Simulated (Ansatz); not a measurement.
# Settings and their price: generalised stacking fault on (111) (glide set) of a GaP-AlP solid solution (72 atoms)

The cell holds 72 atoms: 18 Al, 36 P and 18 Ga. Cell: a = 6.683 Å, b = 11.576 Å, c = 19.111 Å, α = 90.0°, β = 88.3°, γ = 90.0°. It derives from GaP and AlP. Zinc-blende GaP lattice (a = 5.4569 Å, the value set for the mixture), cell with z along [111], 1 x 3 x 2 periods; the third cell vector is tilted by 0.083 of 1/2[11-2] and lengthened by 0.2 Å, so the cell holds one fault (glide set); displaced by a Gaussian of 0.01 Å; 18 of 36 Ga sites given to Al at random (lattice constant by Vegard's rule between GaP and AlP).

Geometry: as built.

Reference run: Kohn-Sham DFT, PBE, PAW (set soft_2), plane waves (Ansatz 0.2.0), cutoff 420 eV, k-mesh 5×3×2, gaussian smearing of 0.05 eV.

```
r.m.s. force component                           : 0.3902 eV/Å
pressure                                         : 2.44 GPa
gap (highest filled to lowest empty level) : 0.4973 eV
SCF cycles                                       : 9
time                                             : 11 min on 4 threads of Arm Neoverse V1, shared host
```

**Question.** The cell is repeated and solved at Γ. How do error, time and memory go?
- plane waves, 72 atoms (1×1×1)
- support functions, 72 atoms (1×1×1)
- plane waves, 144 atoms (2×1×1)
- support functions, 144 atoms (2×1×1)

Differences are against the typed cell on a 5×3×2 mesh, which samples like Γ on 2160 atoms (r.m.s. force component 0.390 eV/Å, gap 0.497 eV). Every repeated cell is solved at Γ, and forces are averaged over the copies of each atom. Hardware: 4 threads of Arm Neoverse V1, shared host.

```csv
atoms,repeats,basis,"Δ force, r.m.s. (meV/Å)",Δ energy (meV/atom),less plane waves of the same size (meV/atom),gap (eV),spread among copies (meV/Å),SCF cycles,time,host memory (GiB)
72,1×1×1,plane waves,117,36.5,-,-,-,9,11 s,1.6
72,1×1×1,support functions,117,35.7,-0.86,0.461,-,13,1.7 min,2.9
144,2×1×1,plane waves,18.3,38.2,-,-,0,8,51 s,4.3
144,2×1×1,support functions,18.3,37.3,-0.85,0.491,0,13,3.3 min,5.2
```

Repeating the cell at Γ samples more k-points: in plane waves the energy difference from the dense mesh goes from 36.5 meV/atom at 72 atoms to 38.2 at 144, and the force difference from 117 to 18 meV/Å. At equal size the support functions lie 0.85 to 0.86 meV/atom below plane waves, likely because their grid holds more waves than 420 eV; no run tests this. At the largest size the support functions' forces differ from the reference by 4.7 % of the r.m.s. force, which holds the difference of sampling between the two as well as that of the basis. In some support-function runs the search for missed states was left out or partial.

[Logs are printed without paths, hosts, clocks, repeated set-up lines and the standing remarks that a program may print on its own settings, such as how far it seeks lower states.]

[Hosts, paths, dates, database ids (printed as entryN), source tags and the programs' standing remarks are cut or masked in the printed files.]
